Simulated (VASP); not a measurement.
# Rb (I4/mmm) in VASP: a series of runs

The runs below take Rb through single point, with PBE.

Everything below comes from runs of VASP 6.6.1. Logs are shortened: lines on timing, memory, paths and dates and some standing lists are left out, and cuts for length are marked.

## 1. The cell of the first run

The structure is tetragonal, space group I4/mmm (No. 139). The conventional cell has a = 5.612 Å, b = 5.612 Å, c = 5.331 Å, α = 90.00°, β = 90.00°, γ = 90.00°.

## 2. Single point, PBE (strain +0.000 along x and y, -0.050 along z, atoms carried along)

File INCAR:

```
SYSTEM = Rb
PREC = Accurate ; ENCUT = 520
EDIFF = 1E-6 ; ISMEAR = 0
SIGMA = 0.15 ; LREAL = .FALSE.
LASPH = .TRUE. ; NELM = 100
ALGO = Fast ; ISIF = 2
LWAVE = .FALSE. ; LCHARG = .TRUE.
GGA = PE ; LELF = .TRUE.
LVHAR = .TRUE. ; NBANDS = 10
```

File KPOINTS:

```
regular mesh
0
G
  12 12 12
  0 0 0
```

File POSCAR:

```
Rb
1.0
   -2.8060000000      2.8060000000      2.6657000000
    2.8060000000     -2.8060000000      2.6657000000
    2.8060000000      2.8060000000     -2.6657000000
Rb
1
Direct
    0.0000000000      0.0000000000      0.0000000000
```

Potentials or basis: VASP PAW PBE potentials, release 64 (Rb_sv).

Launch:

```
> cat potpaw_PBE.64/Rb_sv/POTCAR > POTCAR
> mpirun -np 1 vasp_std > vasp.out
```

OUTCAR:

```text
SYSTEM = Rb
   PREC = Accurate
   ENCUT = 520
   EDIFF = 1E-6
   ISMEAR = 0
   LREAL = .FALSE.
   LASPH = .TRUE.
   NELM = 100
   ISIF = 2
   GGA = PE

 ion  position               nearest neighbor table
   1  0.000  0.000  0.000-

  LATTYP: Found a body centered tetragonal cell.
 ALAT       =     5.6120000000
 C/A-ratio  =     0.9500000000

  Lattice vectors:

 A1 = (  -2.8060000000,   2.8060000000,   2.6657000000)
 A2 = (   2.8060000000,  -2.8060000000,   2.6657000000)
 A3 = (   2.8060000000,   2.8060000000,  -2.6657000000)

Analysis of symmetry for initial positions (statically):
=====================================================================
 Subroutine PRICEL returns:
 Original cell was already a primitive cell.

 Routine SETGRP: Setting up the symmetry group for a
 body centered tetragonal supercell.

 Subroutine GETGRP returns: Found 16 space group operations
 (whereof 16 operations were pure point group operations)
 out of a pool of 16 trial point group operations.

The static configuration has the point symmetry D_4h.

Analysis of symmetry for dynamics (positions and initial velocities):
=====================================================================
 Subroutine PRICEL returns:
 Original cell was already a primitive cell.

 Routine SETGRP: Setting up the symmetry group for a
 body centered tetragonal supercell.

 Subroutine GETGRP returns: Found 16 space group operations
 (whereof 16 operations were pure point group operations)
 out of a pool of 16 trial point group operations.

The dynamic configuration has the point symmetry D_4h.

 Subroutine INISYM returns: Found 16 space group operations
 (whereof 16 operations are pure point group operations),
 and found     1 'primitive' translations

----------------------------------------------------------------------------------------

                                     Primitive cell

  volume of cell :      83.9550

  direct lattice vectors                    reciprocal lattice vectors
    -2.806000000  2.806000000  2.665700000     0.000000000  0.178189594  0.187567993
     2.806000000 -2.806000000  2.665700000     0.178189594  0.000000000  0.187567993
     2.806000000  2.806000000 -2.665700000     0.178189594  0.178189594  0.000000000

  length of vectors
     4.780505045  4.780505045  4.780505045     0.258714676  0.258714676  0.251998140

  position of ions in fractional coordinates (direct lattice)
     0.000000000  0.000000000  0.000000000

  ion indices of the primitive-cell ions
   primitive index   ion index
                 1           1

----------------------------------------------------------------------------------------

 KPOINTS: regular mesh

Automatic generation of k-mesh.
 Grid dimensions read from file:
 generate k-points for:   12   12   12

 Generating k-lattice:

  Cartesian coordinates                     Fractional coordinates (reciprocal lattice)
     0.000000000  0.014849133  0.015630666     0.083333333 -0.000000000  0.000000000
     0.014849133  0.000000000  0.015630666    -0.000000000  0.083333333  0.000000000
     0.014849133  0.014849133  0.000000000     0.000000000  0.000000000  0.083333333

  Length of vectors
     0.021559556  0.021559556  0.020999845

  Shift w.r.t. Gamma in fractional coordinates (k-lattice)
     0.000000000  0.000000000  0.000000000

 Subroutine IBZKPT returns following result:
 ===========================================

 Found    163 irreducible k-points:

 Following reciprocal coordinates:
            Coordinates               Weight
  0.000000  0.000000  0.000000      1.000000
  0.083333  0.000000 -0.000000      8.000000
  0.166667  0.000000 -0.000000      8.000000
  0.250000  0.000000 -0.000000      8.000000
  0.333333  0.000000 -0.000000      8.000000
  0.416667  0.000000  0.000000      8.000000
[... 16 lines left out ...]
  0.500000  0.166667 -0.000000     16.000000
 -0.416667  0.166667  0.000000     16.000000
 [... further k-points ...]
   k-points           NKPTS =    163   k-points in BZ     NKDIM =    163   number of bands    NBANDS=     10
   number of dos      NEDOS =    301   number of ions     NIONS =      1
   total plane-waves  NPLWV =  46656
   dimension x,y,z NGX =    36 NGY =   36 NGZ =   36
   dimension x,y,z NGXF=    72 NGYF=   72 NGZF=   72
   ions per type =               1
   NGX,Y,Z   is equivalent  to a cutoff of  12.52, 12.52, 12.52 a.u.
   NGXF,Y,Z  is equivalent  to a cutoff of  25.04, 25.04, 25.04 a.u.
 SYSTEM =  Rb
   PREC   = accura    normal or accurate (medium, high low for compatibility)
   ISTART =      0    job   : 0-new  1-cont  2-samecut
   ICHARG =      2    charge: 1-file 2-atom 10-const
   ISPIN  =      1    spin polarized calculation?
   LNONCOLLINEAR =      F non collinear calculations
   LSORBIT =      F    spin-orbit coupling
   LASPH  =      T    aspherical Exc in radial PAW
   ENCUT  =  520.0 eV  38.22 Ry    6.18 a.u.   8.89  8.89  8.89*2*pi/ulx,y,z
   NELM   =    100;   NELMIN=  2; NELMDL= -5     # of ELM steps
   EDIFF  = 0.1E-05   stopping-criterion for ELM
   LREAL  =      F    real-space projection
   EDIFFG = 0.1E-04   stopping-criterion for IOM
   NSW    =      0    number of steps for IOM
   IBRION =     -1    ionic relax: 0-MD 1-quasi-New 2-CG
   NFREE  =      0    steps in history (QN), initial steepest desc. (CG)
   ISIF   =      2    stress and relaxation
   ISYM   =      2    0-nonsym 1-usesym 2-fastsym
   POTIM  = 0.5000    time-step for ionic-motion
   TEBEG  =    0.0;   TEEND  =   0.0 temperature during run
   PSTRESS=    0.0 pullay stress
   NELECT =       9.0000    total number of electrons
   NUPDOWN=      -1.0000    fix difference up-down
   EMIN   =  10.00;   EMAX   =-10.00  energy-range for DOS
   EFERMI =   0.00;   METHOD = LEGACY
   ISMEAR =     0;   SIGMA  =   0.15  broadening in eV -4-tet -1-fermi 0-gaus
   EFERMI_NEDOS =   21; number of points for ismear=-14 and -15
   IALGO  =     68    algorithm
   IMIX   =      4    mixing-type and parameters
     AMIX     =   0.40;   BMIX     =  1.00
     AMIX_MAG =   1.60;   BMIX_MAG =  1.00
  volume/ion in A,a.u.               =      83.96       566.56
  Fermi-wavevector in a.u.,A,eV,Ry     =   0.777691  1.469622  8.228838  0.604803
  Thomas-Fermi vector in A             =   1.880431
   LORBIT       =      0    0 simple, 1 ext, 2 COOP (PROOUT), +10 PAW based schemes
   GGA     = PE    functional components
   LHFCALC =     F    Hartree Fock is set to
   AEXX    =    0.0000 exact exchange contribution
   IVDW    =     0    specifies the selected vdW correction
   LEPSILON=     F    determine dielectric tensor
   LRPA    =     F    only Hartree local field effects (RPA)
 non-spin polarized calculation
 RMM-DIIS sequential band-by-band and
 Gauss-broadening in eV      SIGMA  =   0.15
  energy-cutoff  :      520.00
  volume of cell :       83.96
 maximum number of plane-waves:      2284
   NGX = 17   NGY = 17   NGZ = 17

 number of electron       9.0000000 magnetization

 Free energy of the ion-electron system (eV)
  ---------------------------------------------------
  ext. energy  EPLUGINS =         0.00000000
  ---------------------------------------------------
  free energy    TOTEN  =        -0.93482207 eV

  energy without entropy =       -0.92397521  energy(sigma->0) =       -0.92939864

 E-fermi :   0.1984     XC(G=0):  -5.6641

 val. band max:        0.1842422432   @ k =   0.5000   0.3333  -0.0000
 cond. band min:       0.2237580765   @ k =   0.5000   0.1667  -0.0000
 fundamental gap:      0.0395158333
 Fermi energy:         0.1983792379

 k-point     1 :       0.0000    0.0000    0.0000
  band No.  band energies     occupation
      1     -28.6639      2.00000
      2     -12.6968      2.00000
      3     -12.6968      2.00000
      4     -12.6968      2.00000
      5      -1.8801      2.00000
      6       3.7739      0.00000
      7       4.0562      0.00000
      8       4.0562      0.00000
      9       4.7475      0.00000
     10       5.1372      0.00000

 k-point     2 :       0.0833    0.0000   -0.0000
  band No.  band energies     occupation
      1     -28.6634      2.00000
      2     -12.7055      2.00000
      3     -12.6997      2.00000
      4     -12.6970      2.00000
      5      -1.7899      2.00000
      6       3.7244      0.00000
      7       3.9132      0.00000
      8       4.0555      0.00000
      9       4.6885      0.00000
     10       4.9784      0.00000

 k-point     3 :       0.1667    0.0000   -0.0000
  band No.  band energies     occupation
      1     -28.6623      2.00000
      2     -12.7291      2.00000
      3     -12.7076      2.00000
      4     -12.6975      2.00000
      5      -1.5260      2.00000
      6       3.4071      0.00000
      7       3.4773      0.00000
      8       4.2509      0.00000
      9       4.6972      0.00000
     10       4.8550      0.00000

 k-point     4 :       0.2500    0.0000   -0.0000
  band No.  band energies     occupation
      1     -28.6607      2.00000
      2     -12.7609      2.00000
      3     -12.7183      2.00000
      4     -12.6981      2.00000
      5      -1.1079      2.00000
      6       2.7536      0.00000
      7       3.1740      0.00000
      8       4.6387      0.00000
      9       4.8123      0.00000
     10       4.8605      0.00000

 k-point     5 :       0.3333    0.0000   -0.0000
  band No.  band energies     occupation
      1     -28.6591      2.00000
      2     -12.7921      2.00000
      3     -12.7290      2.00000
      4     -12.6988      2.00000
      5      -0.5696      2.00000
      6       2.1114      0.00000
      7       2.9226      0.00000
      8       4.8751      0.00000
      9       4.9735      0.00000
     10       5.1740      0.00000

 k-point     6 :       0.4167    0.0000    0.0000
  band No.  band energies     occupation
      1     -28.6580      2.00000
      2     -12.8146      2.00000
      3     -12.7368      2.00000
      4     -12.6993      2.00000
      5       0.0303      1.88686
      6       1.5020      0.00000
      7       2.7620      0.00000
      8       4.7640      0.00000
      9       5.2126      0.00000
     10       5.8447      0.00000
[... 183 lines left out ...]
 k-point    21 :       0.3333    0.1667   -0.0000
  band No.  band energies     occupation
      1     -28.6576      2.00000
      2     -12.8078      2.00000
      3     -12.7452      2.00000
      4     -12.7094      2.00000
      5       0.2858      0.40956
      6       1.5513      0.00000
      7       2.4396      0.00000
      8       4.4372      0.00000
      9       5.1330      0.00000
     10       5.7620      0.00000

 k-point    22 :       0.4167    0.1667    0.0000
  band No.  band energies     occupation
      1     -28.6572      2.00000
      2     -12.8118      2.00000
      3     -12.7502      2.00000
      4     -12.7090      2.00000
      5       0.7177      0.00000
      6       1.1508      0.00000
      7       2.3741      0.00000
      8       4.3279      0.00000
      9       5.4086      0.00000
     10       5.5828      0.00000

 k-point    23 :       0.5000    0.1667   -0.0000
  band No.  band energies     occupation
      1     -28.6576      2.00000
      2     -12.8061      2.00000
      3     -12.7460      2.00000
      4     -12.7078      2.00000
      5       0.2238      0.81089
      6       1.6131      0.00000
      7       2.4295      0.00000
      8       4.4523      0.00000
      9       5.1442      0.00000
     10       5.6362      0.00000

 k-point    24 :      -0.4167    0.1667    0.0000
  band No.  band energies     occupation
      1     -28.6587      2.00000
      2     -12.7918      2.00000
      3     -12.7345      2.00000
      4     -12.7060      2.00000
      5      -0.3748      2.00000
      6       2.1329      0.00000
      7       2.6244      0.00000
      8       4.6389      0.00000
      9       4.8969      0.00000
     10       5.4860      0.00000

 [... further k-points ...]

------------------------ aborting loop because EDIFF is reached ----------------------------------------

  FORCE on cell =-STRESS in cart. coord.  units (eV):
  Direction    XX          YY          ZZ          XY          YZ          ZX
  --------------------------------------------------------------------------------------
  -------------------------------------------------------------------------------------
  Total        0.1363307      0.1363307      0.1501921      0.0000000     -0.0000000      0.0000000
  in kB        2.6017028      2.6017028      2.8662308      0.0000000     -0.0000000      0.0000000
  external PRESSURE =       2.6898788 kB  Pullay stress =       0.0000000 kB

 VOLUME and BASIS-vectors are now :
 -----------------------------------------------------------------------------
  energy-cutoff  :      520.00
  volume of cell :       83.96
      direct lattice vectors                 reciprocal lattice vectors
    -2.806000000  2.806000000  2.665700000     0.000000000  0.178189594  0.187567993
     2.806000000 -2.806000000  2.665700000     0.178189594  0.000000000  0.187567993
     2.806000000  2.806000000 -2.665700000     0.178189594  0.178189594  0.000000000

 POSITION                                       TOTAL-FORCE (eV/Angst)
 -----------------------------------------------------------------------------------
      0.00000      0.00000      0.00000         0.000000     -0.000000      0.000000
 -----------------------------------------------------------------------------------
    total drift:                               -0.000000      0.000000      0.000000

  FREE ENERGIE OF THE ION-ELECTRON SYSTEM (eV)
  ---------------------------------------------------
  free  energy   TOTEN  =        -0.9348220686 eV

  energy  without entropy=       -0.9239752134  energy(sigma->0) =       -0.92939864
```

Run time: 88 s. Hardware: 1 thread of Intel Xeon Platinum 8559C (Emerald Rapids), shared host; peak memory 0.28 GiB.

Results:

```
Free energy            : -0.9348 eV
Pressure               : 0.3 GPa
Band gap on the k mesh : none (metal or under the smearing width)
```

Levels at points of the mesh, in eV from the Fermi level:
```csv
k point,band 3,band 4,band 5,band 6,band 7,band 8
"(0.00, 0.00, 0.00)",-12.90,-12.90,-2.08,3.58,3.86,3.86
"(0.50, 0.00, 0.00)",-12.94,-12.90,0.25,0.89,2.51,4.47
"(0.50, 0.50, 0.00)",-12.93,-12.89,0.16,0.76,2.80,4.29
"(0.50, 0.50, 0.50)",-12.99,-12.98,1.13,1.27,3.30,3.30
```

## 3. Single point, PBE (strain -0.050 along x and y, +0.050 along z, atoms carried along)

File INCAR:

```
SYSTEM = Rb
  PREC = Accurate
  ENCUT = 520
  EDIFF = 1E-6
  ISMEAR = 0
  SIGMA = 0.15
  LREAL = .FALSE.
  LASPH = .TRUE.
  NELM = 100
  ALGO = Fast
  ISIF = 2
  LWAVE = .FALSE.
  LCHARG = .TRUE.
  GGA = PE
  LELF = .TRUE.
  LVHAR = .TRUE.
  NBANDS = 10
```

KPOINTS is that of step 2.

File POSCAR:

```
Rb
1.0
   -2.6657000000      2.6657000000      2.9463000000
    2.6657000000     -2.6657000000      2.9463000000
    2.6657000000      2.6657000000     -2.9463000000
Rb
1
Direct
    0.0000000000      0.0000000000      0.0000000000
```

Potentials or basis: VASP PAW PBE potentials, release 64 (Rb_sv).

Launch:

```
> cat potpaw_PBE.64/Rb_sv/POTCAR > POTCAR
> mpirun -np 1 vasp_std > vasp.out
```

Wall time 90 s (1 thread of Intel Xeon Platinum 8559C (Emerald Rapids), shared host); peak memory 0.28 GiB.

Results (log left out):

* Free energy: -0.9343 eV
* Pressure: 0.3 GPa
* Band gap on the k mesh: none (metal or under the smearing width)

Levels at points of the mesh, in eV from the Fermi level:
```csv
k point,band 3,band 4,band 5,band 6,band 7,band 8
"(0.00, 0.00, 0.00)",-12.90,-12.90,-2.09,3.62,3.62,4.12
"(0.50, 0.00, 0.00)",-12.93,-12.90,0.17,0.77,2.80,4.20
"(0.50, 0.50, 0.00)",-12.94,-12.91,0.33,1.02,2.26,4.72
"(0.50, 0.50, 0.50)",-12.98,-12.98,1.04,1.35,2.82,3.82
```
